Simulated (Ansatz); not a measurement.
# MoP: computed properties

Computed with DFT PBE, scalar-relativistic, plane waves, PAW in Ansatz.

Cutoff 420 eV; k points 18×18×14 on the computed 2-atom cell (Γ-centred); Gaussian smearing, width 0.10 eV; no spin polarisation.

The structure is relaxed at this level of theory with its symmetry kept. Whether it is the stable form of this composition wasn't checked.

```yaml
crystal:
  lattice:
    - [3.24104, 0.00000, 0.00000]
    - [-1.62052, 2.80683, 0.00000]
    - [0.00000, 0.00000, 3.19523]
  atoms:
    - { symbol: Mo, position: [0.00000, 0.00000, 0.00000] }
    - { symbol: P, position: [0.33333, 0.66667, 0.50000] }
```

```json
{
  "Space group": "P-6m2 (No. 187)",
  "Volume per atom": "98.1 bohr³",
  "Formation energy from the elements' standard states (uncorrected)": "-0.684 eV/atom",
  "Kohn–Sham band gap": "none (metal)",
  "Density of states at the Fermi level": "0.79 states/eV per cell",
  "Löwdin character within 0.5 eV of the Fermi level": "Mo 4d 85 %, P 3p 10 %",
  "Bader charges (e)": "Mo (1 in the cell) 0.75, P (1 in the cell) -0.75"
}
```